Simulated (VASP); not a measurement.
# K (Im-3m) in VASP: notebook

One crystal, K, is run at these levels: LDA; tasks: phonons, phonon dispersion.

Everything below comes from runs of VASP 6.6.1. Logs are shortened: lines on timing, memory, paths and dates and some standing lists are left out, and cuts for length are marked.

**1. Starting point**

The structure is cubic, space group Im-3m (No. 229). The conventional cell has a = 5.047 Å, b = 5.047 Å, c = 5.047 Å, α = 90.00°, β = 90.00°, γ = 90.00°. Around K (site symmetry m-3m) lie 8 K at 4.37 Å.

**2. Phonons, LDA**

File POSCAR:

```
K
1.0
   -2.5236012635      2.5236012635      2.5236012635
    2.5236012635     -2.5236012635      2.5236012635
    2.5236012635      2.5236012635     -2.5236012635
  K
     1
Direct
     0.0000000000000000    0.0000000000000000    0.0000000000000000
```

File INCAR.step1:

```
ALGO     = Normal         # electronic algorithm
EDIFF    = 1E-8           # SCF threshold, eV
EDIFFG   = -0.002         # ionic threshold
ENCUT    = 600            # plane-wave cutoff, eV
IBRION   = 2              # ionic algorithm
ISIF     = 3              # what is computed and relaxed
ISMEAR   = 1              # smearing method
KPAR     = 2            
LASPH    = True           # aspherical terms in the spheres
LCHARG   = False          # write CHGCAR
LREAL    = False          # projectors in reciprocal space
LWAVE    = False          # write WAVECAR
NELM     = 80             # most SCF steps
NSW      = 40             # ionic steps
PREC     = Accurate       # precision mode
SIGMA    = 0.2            # smearing width, eV
```

File INCAR.step2:

```
ALGO     = Normal         # electronic algorithm
EDIFF    = 1E-8           # SCF threshold, eV
ENCUT    = 600            # plane-wave cutoff, eV
IBRION   = 6              # ionic algorithm
ISIF     = 2              # what is computed and relaxed
ISMEAR   = 1              # smearing method
KPAR     = 2            
LASPH    = True           # aspherical terms in the spheres
LCHARG   = False          # write CHGCAR
LREAL    = False          # projectors in reciprocal space
LWAVE    = False          # write WAVECAR
NELM     = 80             # most SCF steps
NFREE    = 2            
NSW      = 1              # ionic steps
POTIM    = 0.015          # step
PREC     = Accurate       # precision mode
SIGMA    = 0.2            # smearing width, eV
```

File KPOINTS:

```
k-points
0
Gamma
  18 18 18
```

Potentials or basis: VASP PAW LDA potentials, release 64 (K_sv).

Launch:

```bash
cat potpaw_LDA.64/K_sv/POTCAR > POTCAR
cp INCAR.step1 INCAR
mpirun -np 2 vasp_std > vasp.out
cp CONTCAR POSCAR
cp INCAR.step2 INCAR
mpirun -np 2 vasp_std > vasp.out
```

OUTCAR:

```text
EDIFF = 1E-8
   ENCUT = 600
   IBRION = 6
   ISIF = 2
   ISMEAR = 1
   LASPH = True
   LREAL = False
   NELM = 80
   NFREE = 2
   NSW = 1
   POTIM = 0.015
   PREC = Accurate

 ion  position               nearest neighbor table
   1  0.000  0.000  0.000-

  LATTYP: Found a body centered cubic cell.
 ALAT       =     5.0393086142

  Lattice vectors:

 A1 = (  -2.5196543071,   2.5196543071,   2.5196543071)
 A2 = (   2.5196543071,  -2.5196543071,   2.5196543071)
 A3 = (   2.5196543071,   2.5196543071,  -2.5196543071)

Analysis of symmetry for initial positions (statically):
=====================================================================
 Subroutine PRICEL returns:
 Original cell was already a primitive cell.

 Routine SETGRP: Setting up the symmetry group for a
 body centered cubic supercell.

 Subroutine GETGRP returns: Found 48 space group operations
 (whereof 48 operations were pure point group operations)
 out of a pool of 48 trial point group operations.

The static configuration has the point symmetry O_h .

Analysis of symmetry for dynamics (positions and initial velocities):
=====================================================================
 Subroutine PRICEL returns:
 Original cell was already a primitive cell.

 Routine SETGRP: Setting up the symmetry group for a
 body centered cubic supercell.

 Subroutine GETGRP returns: Found 48 space group operations
 (whereof 48 operations were pure point group operations)
 out of a pool of 48 trial point group operations.

The dynamic configuration has the point symmetry O_h .

 Subroutine INISYM returns: Found 48 space group operations
 (whereof 48 operations are pure point group operations),
 and found     1 'primitive' translations

----------------------------------------------------------------------------------------

                                     Primitive cell

  volume of cell :      63.9857

  direct lattice vectors                    reciprocal lattice vectors
    -2.519654307  2.519654307  2.519654307     0.000000000  0.198439920  0.198439920
     2.519654307 -2.519654307  2.519654307     0.198439920  0.000000000  0.198439920
     2.519654307  2.519654307 -2.519654307     0.198439920  0.198439920  0.000000000

  length of vectors
[... 136 lines left out ...]
  --------------------------------------------------------------------------------------
  -------------------------------------------------------------------------------------
  Total        0.0014112      0.0014112      0.0014112      0.0000000      0.0000000     -0.0000000
  in kB        0.0353368      0.0353368      0.0353368      0.0000000      0.0000000     -0.0000000
  external PRESSURE =       0.0353368 kB  Pullay stress =       0.0000000 kB
[... 57 lines left out ...]
--------------------------------------- Ionic step        3  -------------------------------------------

 number of electron       9.0000001 magnetization

 Free energy of the ion-electron system (eV)
  ---------------------------------------------------
  ext. energy  EPLUGINS =         0.00000000
  ---------------------------------------------------
  free energy    TOTEN  =        -1.16508347 eV

  energy without entropy =       -1.16538331  energy(sigma->0) =       -1.16518342

 E-fermi :   0.0166     XC(G=0):  -6.2401

 val. band max:       -0.0159230153   @ k =   0.2778   0.2222   0.0000
 cond. band min:       0.0365845203   @ k =  -0.3889   0.4444   0.1111
 fundamental gap:      0.0525075356
 Fermi energy:         0.0166086962

 k-point     1 :       0.0000    0.0000    0.0000
  band No.  band energies     occupation
      1     -31.7337      2.00000
      2     -15.4004      2.00000
      3     -15.4004      2.00000
      4     -15.4004      2.00000
      5      -2.3632      2.00000
      6       4.2904      0.00000
      7       4.2904      0.00000
      8       4.2904      0.00000
[... 243 lines left out ...]
 k-point    24 :       0.3889    0.1111    0.0000
  band No.  band energies     occupation
      1     -31.7252      2.00000
      2     -15.5077      2.00000
      3     -15.4407      2.00000
      4     -15.4055      2.00000
      5       0.1521      0.09636
      6       1.2509     -0.00000
      7       2.9599     -0.00000
      8       4.8752      0.00000

 [... further k-points ...]
[... 5 lines left out ...]
  --------------------------------------------------------------------------------------
  -------------------------------------------------------------------------------------
  Total        0.0015018      0.0015018      0.0015018      0.0000000      0.0000000      0.0000000
  in kB        0.0376036      0.0376036      0.0376036      0.0000000      0.0000000      0.0000000
  external PRESSURE =       0.0376036 kB  Pullay stress =       0.0000000 kB
[... 16 lines left out ...]
  FREE ENERGIE OF THE ION-ELECTRON SYSTEM (eV)
  ---------------------------------------------------
  free  energy   TOTEN  =        -1.1650834682 eV

  energy  without entropy=       -1.1653833101  energy(sigma->0) =       -1.16518342

 INTERNAL STRAIN TENSORS FROM DISPLACED ATOMS
 ============================================

 INTERNAL STRAIN TENSOR FOR ION    1 for displacements in x,y,z  (eV/Angst):
          X           Y           Z          XY          YZ          ZX
  --------------------------------------------------------------------------------
  x     0.00000     0.00000     0.00000     0.00000     0.00000     0.00000
  y     0.00000     0.00000     0.00000     0.00000     0.00000     0.00000
  z     0.00000     0.00000     0.00000     0.00000     0.00000     0.00000

 Eigenvectors and eigenvalues of the dynamical matrix
 ----------------------------------------------------

   1 f  =    0.000000 THz     0.000000 2PiTHz    0.000000 cm-1     0.000000 meV
             X         Y         Z           dx          dy          dz
      0.000000  0.000000  0.000000     0.923077   -0.384615    0.000000

   2 f  =    0.000000 THz     0.000000 2PiTHz    0.000000 cm-1     0.000000 meV
             X         Y         Z           dx          dy          dz
      0.000000  0.000000  0.000000    -0.384615   -0.923077    0.000000

   3 f  =    0.000000 THz     0.000000 2PiTHz    0.000000 cm-1     0.000000 meV
             X         Y         Z           dx          dy          dz
      0.000000  0.000000  0.000000     0.000000    0.000000    1.000000

 ELASTIC MODULI CONTR FROM IONIC RELAXATION (kBar)
 Direction    XX          YY          ZZ          XY          YZ          ZX
 --------------------------------------------------------------------------------
 XX           0.0000      0.0000      0.0000      0.0000      0.0000      0.0000
 YY           0.0000      0.0000      0.0000      0.0000      0.0000      0.0000
 ZZ           0.0000      0.0000      0.0000      0.0000      0.0000      0.0000
 XY           0.0000      0.0000      0.0000      0.0000      0.0000      0.0000
 YZ           0.0000      0.0000      0.0000      0.0000      0.0000      0.0000
 ZX           0.0000      0.0000      0.0000      0.0000      0.0000      0.0000
 --------------------------------------------------------------------------------
```

Wall time 2.4 min (2 MPI ranks of Intel Xeon Platinum 8559C (Emerald Rapids), shared host); peak memory 0.32 GiB.

Results:

| Quantity | Value |
| --- | --- |
| Relaxed volume | 63.99 Å³/atom |
| Relaxed cell | a = 4.364 Å, b = 4.364 Å, c = 4.364 Å, α = 109.47°, β = 109.47°, γ = 109.47° |
| Space group after relaxing (to 0.05 Å) | Im-3m (No. 229) |

Final structure:
```
K
1.0
    -2.51965    2.51965    2.51965
     2.51965   -2.51965    2.51965
     2.51965    2.51965   -2.51965
K
1
Direct
  0.00000 0.00000 0.00000
```

**3. Phonon dispersion, LDA**

This run uses another cell than the first one: it holds 27 atoms, not 1.

File INCAR:

```
SYSTEM = K
  PREC = Accurate
  ENCUT = 520
  EDIFF = 1E-7
  ISMEAR = 1
  SIGMA = 0.1
  LREAL = Auto
  LASPH = .TRUE.
  NELM = 80
  ALGO = Fast
  ISIF = 2
  LWAVE = .FALSE.
  LCHARG = .FALSE.
  IBRION = 6
  NFREE = 2
  POTIM = 0.015
  NSW = 1
  LPHON_DISPERSION = .TRUE.
  PHON_NWRITE = -3
```

File KPOINTS:

```
regular mesh
0
G
  2 2 2
  0 0 0
```

File POSCAR:

```
K
1.0
   -7.8375000000      7.8375000000      7.8375000000
    7.8375000000     -7.8375000000      7.8375000000
    7.8375000000      7.8375000000     -7.8375000000
K
27
Direct
    0.0000000000      0.0000000000      0.0000000000
    0.0000000000      0.0000000000      0.3333333333
    0.0000000000      0.0000000000      0.6666666667
    0.0000000000      0.3333333333      0.0000000000
    0.0000000000      0.3333333333      0.3333333333
    0.0000000000      0.3333333333      0.6666666667
    0.0000000000      0.6666666667      0.0000000000
    0.0000000000      0.6666666667      0.3333333333
    0.0000000000      0.6666666667      0.6666666667
    0.3333333333      0.0000000000      0.0000000000
    0.3333333333      0.0000000000      0.3333333333
    0.3333333333      0.0000000000      0.6666666667
    0.3333333333      0.3333333333      0.0000000000
    0.3333333333      0.3333333333      0.3333333333
    0.3333333333      0.3333333333      0.6666666667
    0.3333333333      0.6666666667      0.0000000000
    0.3333333333      0.6666666667      0.3333333333
    0.3333333333      0.6666666667      0.6666666667
    0.6666666667      0.0000000000      0.0000000000
    0.6666666667      0.0000000000      0.3333333333
    0.6666666667      0.0000000000      0.6666666667
    0.6666666667      0.3333333333      0.0000000000
    0.6666666667      0.3333333333      0.3333333333
    0.6666666667      0.3333333333      0.6666666667
    0.6666666667      0.6666666667      0.0000000000
    0.6666666667      0.6666666667      0.3333333333
    0.6666666667      0.6666666667      0.6666666667
```

File QPOINTS:

```
path GHNGPH,PN
8
line-mode
reciprocal
 0.0000000000  0.0000000000  0.0000000000  G
 0.5000000000 -0.5000000000  0.5000000000  H

 0.5000000000 -0.5000000000  0.5000000000  H
 0.0000000000  0.0000000000  0.5000000000  N

 0.0000000000  0.0000000000  0.5000000000  N
 0.0000000000  0.0000000000  0.0000000000  G

 0.0000000000  0.0000000000  0.0000000000  G
 0.2500000000  0.2500000000  0.2500000000  P

 0.2500000000  0.2500000000  0.2500000000  P
 0.5000000000 -0.5000000000  0.5000000000  H

 0.2500000000  0.2500000000  0.2500000000  P
 0.0000000000  0.0000000000  0.5000000000  N
```

Potentials or basis: VASP PAW LDA potentials, release 64 (K_sv).

Launch:

```bash
cat potpaw_LDA.64/K_sv/POTCAR > POTCAR
mpirun -np 4 vasp_std > vasp.out
```

OUTCAR:

```text
SYSTEM = K
   PREC = Accurate
   ENCUT = 520
   EDIFF = 1E-7
   ISMEAR = 1
   LREAL = Auto
   LASPH = .TRUE.
   NELM = 80
   ISIF = 2
   IBRION = 6
   NFREE = 2
   POTIM = 0.015
   NSW = 1

 ion  position               nearest neighbor table
   1  0.000  0.000  0.000-
   2  0.000  0.000  0.333-
   3  0.000  0.000  0.667-
   4  0.000  0.333  0.000-
   5  0.000  0.333  0.333-
   6  0.000  0.333  0.667-
[... 964 lines left out ...]
 INTERNAL STRAIN TENSOR FOR ION   27 for displacements in x,y,z  (eV/Angst):
          X           Y           Z          XY          YZ          ZX
  --------------------------------------------------------------------------------
  x    -0.00000     0.00000     0.00000     0.00000     0.00000     0.00000
  y     0.00000    -0.00000     0.00000     0.00000     0.00000     0.00000
  z     0.00000     0.00000    -0.00000     0.00000     0.00000     0.00000

 Eigenvectors and eigenvalues of the dynamical matrix
   1 f  =    1.715592 THz    10.779383 2PiTHz   57.225993 cm-1     7.095116 meV
   2 f  =    1.715592 THz    10.779383 2PiTHz   57.225993 cm-1     7.095116 meV
   3 f  =    1.715592 THz    10.779383 2PiTHz   57.225993 cm-1     7.095116 meV
   4 f  =    1.715592 THz    10.779383 2PiTHz   57.225993 cm-1     7.095116 meV
   5 f  =    1.715592 THz    10.779383 2PiTHz   57.225993 cm-1     7.095116 meV
   6 f  =    1.715592 THz    10.779383 2PiTHz   57.225993 cm-1     7.095116 meV
[... 22 lines left out ...]
  29 f  =    1.587405 THz     9.973962 2PiTHz   52.950142 cm-1     6.564978 meV
  30 f  =    1.587405 THz     9.973962 2PiTHz   52.950142 cm-1     6.564978 meV

 ELASTIC MODULI CONTR FROM IONIC RELAXATION (kBar)
 Direction    XX          YY          ZZ          XY          YZ          ZX
 --------------------------------------------------------------------------------
 XX          -0.0000     -0.0000     -0.0000      0.0000      0.0000      0.0000
 YY          -0.0000      0.0000      0.0000      0.0000     -0.0000     -0.0000
 ZZ          -0.0000      0.0000     -0.0000      0.0000      0.0000      0.0000
 XY           0.0000      0.0000      0.0000     -0.0000     -0.0000     -0.0000
 YZ           0.0000     -0.0000      0.0000     -0.0000     -0.0000     -0.0000
 ZX           0.0000     -0.0000      0.0000     -0.0000     -0.0000     -0.0000
 --------------------------------------------------------------------------------
[... 377 lines left out ...]
 q-point No.           q_x           q_y           q_z  q-path length
          48      0.000000      0.000000      0.500000       0.889237
  frequencies
   [THz]          -0.441435      1.256833      1.917487
   [2Pi THz]      -2.773618      7.896913     12.047923
   [cm-1]        -14.724687     41.923429     63.960467
   [meV]          -1.825628      5.197840      7.930084
```

stdout:

```text
POSCAR found type information on POSCAR K
 POSCAR found :  1 types and      27 ions
 scaLAPACK will be used
[... 50 lines left out ...]
 num prob  num prob  num prob  num prob RMM:  16    -0.306088619849E+02   -0.29831E-06   -0.14587E-06   929   0.198E-03    0.212E-02
 num prob  num prob  num prob  num prob  num prob  num prob  num prob  num prob  num prob  num prob  num prob  num prob RMM:  17    -0.306088609425E+02    0.10424E-05   -0.76968E-07   989   0.234E-03    0.143E-02
 num prob  num prob RMM:  18    -0.306088604823E+02    0.46018E-06   -0.82331E-07   941   0.187E-03    0.937E-03
 num prob  num prob  num prob  num prob  num prob  num prob  num prob  num prob  num prob RMM:  19    -0.306088601872E+02    0.29513E-06   -0.51498E-07   896   0.181E-03    0.373E-03
 num prob  num prob  num prob  num prob  num prob  num prob RMM:  20    -0.306088601893E+02   -0.21064E-08   -0.42826E-07   669   0.107E-03
 Finite differences progress:
```

Run time: 25 min. Hardware: 4 MPI ranks of Intel Xeon 6975P-C (Granite Rapids), shared host; peak memory 0.83 GiB.

Results:

```yaml
Highest_phonon_frequency: 64 cm⁻¹
```

Phonon frequencies in cm⁻¹ (negative: imaginary):
| q point | frequencies |
| --- | --- |
| (0.000, 0.000, 0.000) | 0 0 0 |
| (0.286, -0.286, 0.286) | 39 51 51 |
| (0.500, -0.500, 0.500) | 64 64 64 |
| (0.214, -0.214, 0.500) | 34 53 64 |
| (0.000, 0.000, 0.500) | -15 42 64 |
| (0.000, 0.000, 0.214) | -13 28 35 |
| (0.000, 0.000, 0.000) | 0 0 0 |
| (0.143, 0.143, 0.143) | 28 28 54 |
| (0.250, 0.250, 0.250) | 50 50 50 |
| (0.393, -0.179, 0.393) | 36 61 61 |
| (0.250, 0.250, 0.250) | 50 50 50 |
| (0.107, 0.107, 0.393) | 21 45 62 |

Phonon frequencies at the corners of the path (cm⁻¹, interpolated; i marks imaginary ones):
| point | frequencies |
| --- | --- |
| Γ | 0 0 0 |
| H | 64 64 64 |
| N | 15i 42 64 |
| P | 50 50 50 |

Caveat: some modes are imaginary.
